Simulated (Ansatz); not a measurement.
## Pb in Ansatz: the effect of functional

The system is Pb.

```
Pb
1.0
     3.07859   -1.77335    0.00000
     3.07859    1.77335    0.00000
    -2.14330    0.00000    6.17543
Pb
2
Cartesian
  4.0372 0.0000 4.4852
  -0.0233 0.0000 1.6903
```

This isn't the form of Pb at room conditions, which is fcc.

The cell isn't the ideal one: volume scaled by 1.04.

Alike in all runs:

* Program: Ansatz 0.2.0
* Task: single point
* Potentials or basis: Ansatz PAW
* k mesh: 9 × 9 × 5
* Occupations: fermi-dirac, width 0.05 eV
* Spin: no spin polarisation

| functional | cutoff | pressure (GPa) | largest force (eV/Å) |
| --- | --- | --- | --- |
| LDA | 420 eV (not typed: the program's choice for these potentials) | -4.4 | 0.24 |
| PBEsol | 420 eV (not typed: the program's choice for these potentials) | -3.1 | 0.20 |
| r2SCAN | 500 eV (not typed: the program's choice for these potentials) | ? | ? |

What does the run with functional r2SCAN give?

Pressure -1.8 GPa; largest force 0.22 eV/Å.

Caveats: the PAW data sets come from PBE, with cores solved anew for the run's functional, which leaves a small shift of forces and pressure.

Runs at the PBE level aren't shown here.
